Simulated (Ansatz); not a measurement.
Sensitivity of the gradients in AlAs with an As vacancy to the input

Cell: a supercell of AlAs (zinc blende type, F-43m) built from an entry of the Crystallography Open Database (COD), with all atoms left at the host's positions.

```cif
data_Al27As26
_symmetry_space_group_name_H-M 'F-43m'
_symmetry_Int_Tables_number 216
_cell_length_a 16.9824
_cell_length_b 16.9824
_cell_length_c 16.9824
_cell_angle_alpha 90.000
_cell_angle_beta 90.000
_cell_angle_gamma 90.000
loop_
_atom_site_label
_atom_site_type_symbol
_atom_site_symmetry_multiplicity
_atom_site_Wyckoff_symbol
_atom_site_fract_x
_atom_site_fract_y
_atom_site_fract_z
Al1 Al 16 e 0.4167 0.0833 0.4167
Al3 Al 24 g 0.7500 0.0833 0.7500
Al5 Al 48 h 0.7500 0.9167 0.5833
Al14 Al 4 d 0.7500 0.7500 0.7500
Al18 Al 16 e 0.0833 0.5833 0.9167
As28 As 48 h 0.6667 0.0000 0.6667
As31 As 16 e 0.8333 0.8333 0.6667
As35 As 16 e 0.1667 0.6667 0.8333
As41 As 24 f 0.0000 0.6667 0.0000
```

One atom of each set is listed; the run and its k-mesh use a cell of 53 atoms with edges of 12.01, 12.01, 12.01 Å.

Reference run. Method: Kohn–Sham DFT in Ansatz, PBE, plane waves and PAW, scalar-relativistic, 420 eV cutoff, Γ-centred 2×2×2 k-points, Fermi–Dirac smearing 0.01 eV, cell charge +3.

Q: The input is changed as follows: `scf.occupations.width`: 0.01 → 0.1; `scf.eigensolver.kind`: not typed → davidson; `basis.precision`: not typed → f64; `scf.mixing.preconditioner`: not typed → resta. What happens to V_zz (10²¹ V/m²) and η?

A: 

| site | V_zz reference | η reference | V_zz changed | η changed |
| --- | --- | --- | --- | --- |
| Al1 | 5.02 | 0.00 | 4.80 | 0.00 |
| Al3 | -0.38 | 1.00 | -0.35 | 0.95 |
| Al5 | -0.070 | 0.84 | -0.075 | 0.81 |
| Al18 | -0.015 | 0.00 | -0.023 | 0.00 |
| As28 | 5.79 | 0.00 | 5.26 | 0.01 |
| As31 | 0.25 | 0.00 | <0.005 | – |
| As35 | 0.17 | 0.00 | -0.059 | 0.00 |
| As41 | -0.18 | 0.00 | -0.22 | 0.64 |

The largest change of V_zz is on As28, from 5.79 to 5.26. In per cent, |V_zz| changes by -4 on Al, -9 on As (all sites that start above 2). Where |V_zz| stays above 0.1, η moves most on As41, from 0.00 to 0.64. V_zz changes sign on As35 (same axis). Sites without a gradient aren't listed. SCF iterations: 13 and 13.

On the reference run: The run isn't spin-polarised, and a state with spin may lie lower. The defect repeats with the cell of 53 atoms, so it feels its images: sites between two images don't show the values beside a lone defect, and zeros or small values of η there can come from the images' arrangement. A uniform background compensates the cell's charge. The defect cell has no gap above 0.1 eV on its mesh, so the values can hang on the smearing and the k-mesh. The neighbours have not yet relaxed around the defect (largest force 0.36 eV/Å), so a real crystal will differ.
